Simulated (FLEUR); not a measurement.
# Si (I4/mmm) in FLEUR: settings compared

The runs below take Si through band structure, with LDA, r2SCAN.

Program: FLEUR MaX-R8.1 (later development tree). These are calculated values, not measurements. Logs are shortened: lines on timing, memory, paths and dates and some standing lists are left out, and cuts for length are marked.

## Step 1: The structure

It takes space group I4/mmm (No. 139, tetragonal). Conventional cell: a = 3.254 Å, b = 3.254 Å, c = 2.641 Å, α = 90.00°, β = 90.00°, γ = 90.00°. Si (site symmetry 4/mmm) has 10 Si at 2.64 to 2.65 Å as nearest neighbours.

This isn't the form of Si at room conditions, which is diamond.

## Step 2: Band structure, LDA

The input, inp.xml:

```xml
<?xml version="1.0" encoding="UTF-8" standalone="no"?>
<fleurInput fleurInputVersion="0.39">
   <comment>
      Si                                                                                                  
   </comment>
   <calculationSetup>
      <cutoffs Kmax="4.24" Gmax="13.2" GmaxXC="13.2" numbands="0"/>
      <scfLoop itmax="60" minDistance="0.00001" maxIterBroyd="15" imix="Anderson" alpha="0.05" precondParam="0.0" spinf="2.0" sdNocoIR="T"/>
      <coreElectrons ctail="T" frcor="F" kcrel="0" coretail_lmax="0"/>
      <xcFunctional name="vwn" relativisticCorrections="F"/>
      <magnetism jspins="1"/>
      <soc l_soc="F" theta="0.0" phi="0.0" spav="F"/>
      <expertModes spex="0" secvar="F"/>
      <geometryOptimization l_f="F" forcealpha="1.0" forcemix="BFGS" epsdisp="0.00001" epsforce="0.00001"/>
      <ldaU l_linMix="F" mixParam="0.05" spinf="1.0"/>
   </calculationSetup>
   <cell>
      <bzIntegration valenceElectrons="12.0" mode="hist" fermiSmearingEnergy="0.00183747">
         <kPointListSelection listName="default-1"/>
         <!-- k-points included here -->
         <xi:include xmlns:xi="http://www.w3.org/2001/XInclude" href="kpts.xml"> </xi:include>
      </bzIntegration>
      <!-- symmetry operations included here -->
      <xi:include xmlns:xi="http://www.w3.org/2001/XInclude" href="sym.xml"> </xi:include>
      <bulkLattice scale="1.0">
         <bravaisMatrix>
            <row-1>   -3.0744236457227805     3.0744236457227805     2.4950618106341991</row-1>
            <row-2>    3.0744236457227805    -3.0744236457227805     2.4950618106341991</row-2>
            <row-3>    3.0744236457227805     3.0744236457227805    -2.4950618106341991</row-3>
         </bravaisMatrix>
      </bulkLattice>
   </cell>
   <atomSpecies>
      <species name="Silicon (Si)" element="Si" atomicNumber="14">
         <mtSphere radius="2.31" gridPoints="763" logIncrement="0.015"/>
         <atomicCutoffs lmax="9" lnonsphr="9"/>
         <electronConfig flipSpins="F">
            <coreConfig>(1s1/2)</coreConfig>
            <valenceConfig>(2s1/2) (2p1/2) (2p3/2) (3s1/2) (3p1/2) (3p3/2)</valenceConfig>
            <stateOccupation state="(3p1/2)" spinUp="0.333333" spinDown="0.333333"/>
            <stateOccupation state="(3p3/2)" spinUp="0.666667" spinDown="0.666667"/>
         </electronConfig>
         <energyParameters s="3" p="3" d="3" f="4"/>
         <lo type="SCLO" l="0" n="2" eDeriv="0"/>
         <lo type="SCLO" l="1" n="2" eDeriv="0"/>
         <lo type="SCLO" l="2" n="3" eDeriv="2"/>
         <lo type="SCLO" l="3" n="4" eDeriv="2"/>
      </species>
   </atomSpecies>
   <atomGroups>
      <atomGroup species="Silicon (Si)">
         <relPos label="                   1">.0000000000 .0000000000 .0000000000</relPos>
         <force calculate="T" relaxXYZ="TTT"/>
      </atomGroup>
   </atomGroups>
   <output dos="F" band="F" slice="F">
      <checks vchk="F" cdinf="F"/>
      <bandDOS minEnergy="-.5*Htr" maxEnergy="0.5*Htr" sigma="0.015" storeEVData="T"/>
      <vacuumDOS vacdos="F" integ="F" star="F" nstars="0" locx1="0.0" locy1="0.0" locx2="0.0" locy2="0.0" nstm="0" tworkf="0.0"/>
      <unfoldingBand unfoldBand="F" supercellX="1" supercellY="1" supercellZ="1"/>
      <plotting iplot="0" polar="F">
         <plot TwoD="T" vec1="  1.0  0.0  0.0" vec2="  0.0  1.0  0.0" vec3="  0.0  0.0  1.0" zero="  0.0  0.0  0.0" file="plot"/>
      </plotting>
      <chargeDensitySlicing numkpt="0" minEigenval="0.0" maxEigenval="0.0" nnne="0" pallst="F"/>
      <specialOutput eonly="F"/>
      <moessbauerParams electricFieldGradient="T" isomerShift="T" coreHyperfine="T" valenceHyperfine="T"/>
      <magneticCircularDichroism mcd="F" energyLo="-10.0" energyUp="0.0"/>
   </output>
  <!-- We include the file relax.xml here to enable relaxations (see documentation) -->
  <xi:include xmlns:xi="http://www.w3.org/2001/XInclude" href="relax.xml"> <xi:fallback/> </xi:include>
</fleurInput>
```

The input, crystal.txt:

```
Si
&input cartesian=F /
-1.6269149300  1.6269149300  1.3203298500
1.6269149300  -1.6269149300  1.3203298500
1.6269149300  1.6269149300  -1.3203298500
1.8897261246
1.0 1.0 1.0

1
14 0.0000000000  0.0000000000  0.0000000000

&kpt div1=13 div2=13 div3=13 gamma=T /
```

The input, inp.xml (bands):

```
<?xml version="1.0" encoding="UTF-8" standalone="no"?>
<fleurInput fleurInputVersion="0.39">
   <comment>
      Si                                                                                                  
   </comment>
   <calculationSetup>
      <cutoffs Kmax="4.24" Gmax="13.2" GmaxXC="13.2" numbands="0"/>
      <scfLoop itmax="60" minDistance="0.00001" maxIterBroyd="15" imix="Anderson" alpha="0.05" precondParam="0.0" spinf="2.0" sdNocoIR="T"/>
      <coreElectrons ctail="T" frcor="F" kcrel="0" coretail_lmax="0"/>
      <xcFunctional name="vwn" relativisticCorrections="F"/>
      <magnetism jspins="1"/>
      <soc l_soc="F" theta="0.0" phi="0.0" spav="F"/>
      <expertModes spex="0" secvar="F"/>
      <geometryOptimization l_f="F" forcealpha="1.0" forcemix="BFGS" epsdisp="0.00001" epsforce="0.00001"/>
      <ldaU l_linMix="F" mixParam="0.05" spinf="1.0"/>
   </calculationSetup>
   <cell>
      <bzIntegration valenceElectrons="12.0" mode="hist" fermiSmearingEnergy="0.00183747">
         <kPointListSelection listName="path-1"/>
         <!-- k-points included here -->
         <xi:include xmlns:xi="http://www.w3.org/2001/XInclude" href="kpts.xml"> </xi:include>
      </bzIntegration>
      <!-- symmetry operations included here -->
      <xi:include xmlns:xi="http://www.w3.org/2001/XInclude" href="sym.xml"> </xi:include>
      <bulkLattice scale="1.0">
         <bravaisMatrix>
            <row-1>   -3.0744236457227805     3.0744236457227805     2.4950618106341991</row-1>
            <row-2>    3.0744236457227805    -3.0744236457227805     2.4950618106341991</row-2>
            <row-3>    3.0744236457227805     3.0744236457227805    -2.4950618106341991</row-3>
         </bravaisMatrix>
      </bulkLattice>
   </cell>
   <atomSpecies>
      <species name="Silicon (Si)" element="Si" atomicNumber="14">
         <mtSphere radius="2.31" gridPoints="763" logIncrement="0.015"/>
         <atomicCutoffs lmax="9" lnonsphr="9"/>
         <electronConfig flipSpins="F">
            <coreConfig>(1s1/2)</coreConfig>
            <valenceConfig>(2s1/2) (2p1/2) (2p3/2) (3s1/2) (3p1/2) (3p3/2)</valenceConfig>
            <stateOccupation state="(3p1/2)" spinUp="0.333333" spinDown="0.333333"/>
            <stateOccupation state="(3p3/2)" spinUp="0.666667" spinDown="0.666667"/>
         </electronConfig>
         <energyParameters s="3" p="3" d="3" f="4"/>
         <lo type="SCLO" l="0" n="2" eDeriv="0"/>
         <lo type="SCLO" l="1" n="2" eDeriv="0"/>
         <lo type="SCLO" l="2" n="3" eDeriv="2"/>
         <lo type="SCLO" l="3" n="4" eDeriv="2"/>
      </species>
   </atomSpecies>
   <atomGroups>
      <atomGroup species="Silicon (Si)">
         <relPos label="                   1">.0000000000 .0000000000 .0000000000</relPos>
         <force calculate="T" relaxXYZ="TTT"/>
      </atomGroup>
   </atomGroups>
   <output dos="F" band="T" slice="F">
      <checks vchk="F" cdinf="F"/>
      <bandDOS minEnergy="-.5*Htr" maxEnergy="0.5*Htr" sigma="0.015" storeEVData="T"/>
      <vacuumDOS vacdos="F" integ="F" star="F" nstars="0" locx1="0.0" locy1="0.0" locx2="0.0" locy2="0.0" nstm="0" tworkf="0.0"/>
      <unfoldingBand unfoldBand="F" supercellX="1" supercellY="1" supercellZ="1"/>
      <plotting iplot="0" polar="F">
         <plot TwoD="T" vec1="  1.0  0.0  0.0" vec2="  0.0  1.0  0.0" vec3="  0.0  0.0  1.0" zero="  0.0  0.0  0.0" file="plot"/>
      </plotting>
      <chargeDensitySlicing numkpt="0" minEigenval="0.0" maxEigenval="0.0" nnne="0" pallst="F"/>
      <specialOutput eonly="F"/>
      <moessbauerParams electricFieldGradient="T" isomerShift="T" coreHyperfine="T" valenceHyperfine="T"/>
      <magneticCircularDichroism mcd="F" energyLo="-10.0" energyUp="0.0"/>
   </output>
  <!-- We include the file relax.xml here to enable relaxations (see documentation) -->
  <xi:include xmlns:xi="http://www.w3.org/2001/XInclude" href="relax.xml"> <xi:fallback/> </xi:include>
</fleurInput>
```

Potentials or basis: all-electron, FLAPW.

The run is started by

```console
inpgen -f crystal.txt -profile fastHighL
# inp.xml edited to the form shown
fleur_MPI
fleur_MPI   # second run, on inp.xml (bands)
```

Output:

```text
Welcome to FLEUR        (www.flapw.de)
      MaX-Release 8.1          (www.max-centre.eu)

 ========== k-point set info ==========
 Selected k-point list: default-1
 k-point list type: mesh
 13 x 13 x 13
 Number of k points: 196

 ------------Calculation Setup---------------------------
 Number of MPI-tasks      :            1
 Number of PE/node        :            1
 Number of OMP-threads    :            1
 Most efficient MPI parallelization for:
           1           2           4           7          14          28          49          98         196
 Additional eigenvalue parallelization possible
 Number of basis functions:          157
 Approximate size of matrices (H+S) per k-point:         0.000 GB
 --------------------------------------------------------
 Iteration:     1   Distance:       4.11833941 me/bohr^3
 Iteration:     2   Distance:       3.86676462 me/bohr^3
 Iteration:     3   Distance:       1.17168540 me/bohr^3
 Iteration:     4   Distance:       0.11387064 me/bohr^3
 Iteration:     5   Distance:       0.12044974 me/bohr^3
 Iteration:     6   Distance:       0.00432836 me/bohr^3
 Iteration:     7   Distance:       0.00366365 me/bohr^3
 Iteration:     8   Distance:       0.00059301 me/bohr^3
 Iteration:     9   Distance:       0.00002030 me/bohr^3
 Iteration:    10   Distance:       0.00001745 me/bohr^3
 Iteration:    11   Distance:       0.00000027 me/bohr^3

 ********************************************************************
 Run finished successfully
 Stop message:
   all done
 ********************************************************************
```

output (bands):

```text
Welcome to FLEUR        (www.flapw.de)
      MaX-Release 8.1          (www.max-centre.eu)

 ========== k-point set info ==========
 Selected k-point list: path-1
 k-point list type: path
 Number of k points: 60

 ------------Calculation Setup---------------------------
 Number of MPI-tasks      :            1
 Number of PE/node        :            1
 Number of OMP-threads    :            1
 Most efficient MPI parallelization for:
           1           2           3           4           5           6          10          12          15          20          30          60
 Additional eigenvalue parallelization possible
 Number of basis functions:          156
 Approximate size of matrices (H+S) per k-point:         0.000 GB
 --------------------------------------------------------
 Fermi energy correction for metals:
 Fermi energy in bands.* files may not be consistent with last density.
 Please correct it manually (e.g. in band.gnu file).

 Note: Band structure data (together with different weights) is also stored in the banddos.hdf file.
       A convenient way of extracting and plotting the data from that file is by making use of the

 ********************************************************************
 Run finished successfully
 Stop message:
   Charge density postprocessing done.
 ********************************************************************
```

out.xml (last iteration):

```text
<iteration numberForCurrentRun="   11" overallNumber="   11">
         <energyParameters units="Htr">
            <atomicEP atomType="1" spin="1" branch="3s" branchLowest="-4.53" branchHighest="0.92" value="0.0566647499"/>
            <atomicEP atomType="1" spin="1" branch="3p" branchLowest="-2.94" branchHighest="1.38" value="0.2541974857"/>
            <atomicEP atomType="1" spin="1" branch="3d" branchLowest="-9.99" branchHighest="1.84" value="0.4582483164"/>
            <atomicEP atomType="1" spin="1" branch="4f" branchLowest="-9.99" branchHighest="3.72" value="0.6287368142"/>
            <loAtomicEP atomType="1" spin="1" branch="2s" branchLowest="-64.78" branchHighest="-4.53" value="-4.5286952969"/>
            <loAtomicEP atomType="1" spin="1" branch="2p" branchLowest="-9.99" branchHighest="-2.94" value="-2.9433987058"/>
            <loAtomicEP atomType="1" spin="1" branch="3d" branchLowest="-9.99" branchHighest="1.84" value="0.4582474736"/>
            <loAtomicEP atomType="1" spin="1" branch="4f" branchLowest="-9.99" branchHighest="3.72" value="0.6287391534"/>
         </energyParameters>
         <eigenvalues>
            <eigenvaluesAt spin="1" ikpt="1" k_x="0.00000000" k_y="0.00000000" k_z="0.00000000">
                      -4.5287538714       -2.9433719287       -2.9430515158       -2.9430515158       -0.1520895050
                       0.7399019001        0.7574317301        0.7574317301        0.8642721520        0.8943110579
            </eigenvaluesAt>
            <eigenvaluesAt spin="1" ikpt="2" k_x="0.00000000" k_y="0.00000000" k_z="0.07692308">
                      -4.5287511646       -2.9433771428       -2.9430723609       -2.9430500885       -0.1461603598
                       0.6439769029        0.7609746941        0.8095169094        0.8571652815        0.8886483218
            </eigenvaluesAt>
            <eigenvaluesAt spin="1" ikpt="3" k_x="0.00000000" k_y="0.00000000" k_z="0.15384615">
                      -4.5287435470       -2.9433915129       -2.9431296829       -2.9430460379       -0.1284109087
                       0.5302655578        0.7710580164        0.8117857776        0.8284286185        0.9012290861
            </eigenvaluesAt>
            <eigenvaluesAt spin="1" ikpt="4" k_x="0.00000000" k_y="0.00000000" k_z="0.23076923">
                      -4.5287329872       -2.9434118815       -2.9432107902       -2.9430405205       -0.0989639101
                       0.4194266654        0.7744903122        0.7856794249        0.8354119076        0.8684431848
            </eigenvaluesAt>
         </eigenvalues>
         <bandgap value="0.0013761282" units="eV"/>
         <sumValenceSingleParticleEnergies value="-26.0180842919" units="Htr"/>
         <FermiEnergy value="0.3870836786" units="Htr"/>
         <valenceDensity>
            <mtCharges spin="1">
               <mtCharge atomType="1" total="10.5289458" s="3.1143434" p="7.1759634" d="0.2172192" f="0.0194792"/>
            </mtCharges>
            <spinDependentCharge spin="1" total="12.0000000" interstitial="1.4710542" mtSpheres="10.5289458"/>
            <totalCharge value="12.0000000000"/>
         </valenceDensity>
         <coreStates atomType="     1" atomicNumber=" 14" spin="1" kinEnergy="    184.4255908787" eigValSum="   -129.5667557899" lostElectrons=" 0.000000">
            <state n="1" l="0" j="0.5" energy="-64.7833778950" weight="1.0000000000"/>
         </coreStates>
         <allElectronCharges>
            <spinDependentCharge spin="1" total="14.0000000" interstitial="1.4710542" mtSpheres="12.5289458"/>
            <totalCharge value="14.0000000001"/>
         </allElectronCharges>
         <moessbauerParams unitsHFF="kG" unitsIS="e/bohr^3" unitsEFG="Htr/bohr^2">
            <coreIsomerShift atomType="1" isTotal="1759.21897">
               <shell n="1" l="0" isomerShift="1759.21897"/>
            </coreIsomerShift>
            <isomerShift atomType="1" nucleusRadius="0.0000718" averageDensity="1892.66491"/>
            <electricFieldGradient atomType="1" VXX="-0.02975" VYY="-0.02975" VZZ="0.05950" asymParam="0.00000">
            </electricFieldGradient>
         </moessbauerParams>
         <totalEnergy                                    value="     -289.0301121934" units="Htr">
            <sumOfEigenvalues                            value="     -155.5848400818">
               <coreElectrons value="-129.5667557899"/>
               <valenceElectrons value="-26.0180842919"/>
            </sumOfEigenvalues>
            <densityCoulombPotentialIntegral value="-418.8304993369"/>
            <densityEffectivePotentialIntegral value="-445.0888727905"/>
            <chargeDenXCDenIntegral value="-19.8764181730"/>
            <FockExchangeEnergyValence value="0.0000000000"/>
            <FockExchangeEnergyCore value="0.0000000000"/>
            <atomTypeDependentContributions atomType="1">
               <electronNucleiInteractionDifferentMTs value="342.6176575324"/>
               <MadelungTerm value="-6.6248195282"/>
            </atomTypeDependentContributions>
            <tkbTimesEntropy value="0.0001789233"/>
            <freeEnergy value="-289.0302911167"/>
            <extrapolationTo0K value="-289.0302016550"/>
         </totalEnergy>
         <densityConvergence units="me/bohr^3">
            <chargeDensity spin="1" distance="0.0000002679"/>
         </densityConvergence>
      </iteration>
```

Run time: 17 s. Hardware: 1 thread of Arm Neoverse V2, shared host; peak memory 0.05 GiB.

Results:

| Quantity | Value |
| --- | --- |
| Free energy | -7864.9149 eV |
| Band gap along the path | none (metal or under the smearing width) |
| Valence electrons inside the program's atomic spheres | Si 10.53 (radii Si 2.31 bohr) |

Levels at the corners of the path, in eV from the Fermi level:
| point | band 5 | band 6 | band 7 | band 8 | band 9 | band 10 |
| --- | --- | --- | --- | --- | --- | --- |
| Γ | -14.67 | 9.60 | 10.08 | 10.08 | 12.98 | 13.80 |
| X | -8.52 | -7.34 | 8.98 | 11.49 | 11.68 | 11.82 |
| M | -2.37 | -2.37 | -1.50 | 1.26 | 4.16 | 6.60 |
| Γ | -14.67 | 9.60 | 10.08 | 10.08 | 12.98 | 13.80 |
| Z | -1.81 | -1.81 | -1.27 | -0.43 | 1.87 | 12.36 |
| P | -3.83 | -3.13 | -2.38 | -2.38 | 19.32 | 19.32 |
| N | -6.39 | -6.06 | 4.78 | 6.37 | 6.56 | 9.34 |
| Z1 | -1.81 | -1.81 | -1.27 | -0.43 | 1.87 | 12.36 |
| M | -2.37 | -2.37 | -1.50 | 1.26 | 4.16 | 6.60 |
| X | -8.52 | -7.34 | 8.98 | 11.49 | 11.68 | 11.82 |
| P | -3.83 | -3.13 | -2.38 | -2.38 | 19.32 | 19.32 |

Core levels (eV from the Fermi level):
| atom | levels |
| --- | --- |
| 1 Si | 1s1/2 -1773.4 |

## Step 3: Band structure, r2SCAN

inp.xml: that of step 2 with these lines changed.

```diff
@@ -7,5 +7,8 @@
       <cutoffs Kmax="4.24" Gmax="13.2" GmaxXC="13.2" numbands="0"/>
-      <scfLoop itmax="60" minDistance="0.00001" maxIterBroyd="15" imix="Anderson" alpha="0.05" precondParam="0.0" spinf="2.0" sdNocoIR="T"/>
-      <coreElectrons ctail="T" frcor="F" kcrel="0" coretail_lmax="0"/>
-      <xcFunctional name="vwn" relativisticCorrections="F"/>
+      <scfLoop itmax="80" minDistance="0.0001" maxIterBroyd="30" imix="Anderson" alpha="0.05" precondParam="0.0" spinf="2.0" sdNocoIR="T"/>
+      <coreElectrons ctail="F" frcor="F" kcrel="0" coretail_lmax="0"/>
+      <xcFunctional name="LibXC" relativisticCorrections="F">
+         <LibXCName exchange="mgga_x_r2scan" correlation="mgga_c_r2scan"/>
+         <AuxGGA exchange="117" correlation="130"/>
+      </xcFunctional>
       <magnetism jspins="1"/>
```

crystal.txt is that of step 2.

inp.xml (bands): that of step 2 with these lines changed.

```diff
@@ -7,5 +7,8 @@
       <cutoffs Kmax="4.24" Gmax="13.2" GmaxXC="13.2" numbands="0"/>
-      <scfLoop itmax="60" minDistance="0.00001" maxIterBroyd="15" imix="Anderson" alpha="0.05" precondParam="0.0" spinf="2.0" sdNocoIR="T"/>
-      <coreElectrons ctail="T" frcor="F" kcrel="0" coretail_lmax="0"/>
-      <xcFunctional name="vwn" relativisticCorrections="F"/>
+      <scfLoop itmax="80" minDistance="0.0001" maxIterBroyd="30" imix="Anderson" alpha="0.05" precondParam="0.0" spinf="2.0" sdNocoIR="T"/>
+      <coreElectrons ctail="F" frcor="F" kcrel="0" coretail_lmax="0"/>
+      <xcFunctional name="LibXC" relativisticCorrections="F">
+         <LibXCName exchange="mgga_x_r2scan" correlation="mgga_c_r2scan"/>
+         <AuxGGA exchange="117" correlation="130"/>
+      </xcFunctional>
       <magnetism jspins="1"/>
```

Potentials or basis: all-electron, FLAPW.

The run is started by

```console
inpgen -f crystal.txt -profile fastHighL
# inp.xml edited to the form shown
fleur_MPI
fleur_MPI   # second run, on inp.xml (bands)
```

Run time: 24 s. Hardware: 1 thread of Arm Neoverse V2, shared host; peak memory 0.09 GiB.

It converged, with:

| Quantity | Value |
| --- | --- |
| Free energy | -7894.6851 eV |
| Band gap along the path | none (metal or under the smearing width) |
| Valence electrons inside the program's atomic spheres | Si 10.49 (radii Si 2.31 bohr) |

Levels at the corners of the path, in eV from the Fermi level:
```tsv
point	band 5	band 6	band 7	band 8	band 9	band 10
Γ	-15.64	10.09	10.93	10.93	13.88	15.23
X	-9.00	-7.93	9.82	12.16	12.54	12.74
M	-2.62	-2.62	-1.33	1.25	4.53	7.10
Γ	-15.64	10.09	10.93	10.93	13.88	15.23
Z	-2.03	-2.03	-1.42	-0.05	1.90	13.26
P	-4.21	-3.02	-2.63	-2.63	20.57	20.84
N	-6.94	-6.33	5.16	6.57	7.12	10.12
Z1	-2.03	-2.03	-1.42	-0.05	1.90	13.26
M	-2.62	-2.62	-1.33	1.25	4.53	7.10
X	-9.00	-7.93	9.82	12.16	12.54	12.74
P	-4.21	-3.02	-2.63	-2.63	20.57	20.84
```

Core levels (eV from the Fermi level):
```tsv
atom	levels
1 Si	1s1/2 -1781.5
```

Caveat: the meta-GGA is that of a development version, with a GGA for the radial functions and cores and without core tails.
